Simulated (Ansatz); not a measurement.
CrO2:

```
CELL_PARAMETERS angstrom
4.44805 0.00000 0.00000
0.00000 4.52924 0.00000
0.00000 0.00000 2.98596
ATOMIC_POSITIONS crystal
Cr 0.00000 0.00000 0.00000
Cr 0.50000 0.50000 0.50000
O 0.29297 0.31018 0.00000
O 0.70703 0.68982 0.00000
O 0.20703 0.81018 0.50000
O 0.79297 0.18982 0.50000
```

The cell is a database's computed one.

| Quantity | Value |
| --- | --- |
| Program | Ansatz 0.2.0 |
| Task | single point |
| Functional | PBE |
| Potentials or basis | Ansatz PAW |
| Cutoff | 420 eV (not typed: the program's choice for these potentials) |
| k mesh | 6 × 6 × 9 |
| Occupations | fermi-dirac, width 0.05 eV |
| Spin | collinear spin, ferromagnetic start |
| Starting moments | [3.0, 3.0, 0.0, 0.0, 0.0, 0.0] μB |

On this cell: pressure -9.9 GPa; largest force 0.314 eV/Å; net moment 4.00 μB per cell; site moments Cr +1.79; O -0.09 μB; band gap on the k mesh none (metal or under the smearing width).

The same run follows on a disturbed copy (atoms moved at random, drawn with an rms of 0.05 Å):

```
Cr O
1.0
     4.44805    0.00000    0.00000
     0.00000    4.52924    0.00000
     0.00000    0.00000    2.98596
Cr O
2 4
Direct
  0.98978 0.99790 0.00732
  0.50913 0.50004 0.51353
  0.28271 0.31123 0.99941
  0.71703 0.68464 0.98506
  0.20025 0.80921 0.50010
  0.80000 0.18941 0.50641
```

Q: What does the disturbed cell give?

A: The energy (extrapolated to zero smearing) moves by +21.9 meV/atom; pressure -9.2 GPa; largest force 1.311 eV/Å; net moment 4.00 μB per cell; site moments Cr +1.70, +1.81; O -0.09 μB; band gap on the k mesh none (metal or under the smearing width).

Forces on the atoms (eV/Å):
```
Cr   1.215  0.073 -0.225
Cr  -1.149 -0.312 -0.549
O    0.992  0.299  0.169
O   -0.724 -0.105  0.711
O    0.145  0.098  0.034
O   -0.479 -0.053 -0.139
```

Stress tensor (GPa, compression positive):
```
 -8.14   0.41   0.69
  0.41  -7.48   0.46
  0.69   0.46 -11.99
```

Caveats: semilocal functionals often make such compounds metallic where correlation or magnetic order opens a gap, which also shifts bond lengths; only a ferromagnetic start was run, and an antiferromagnetic order may lie lower in energy.
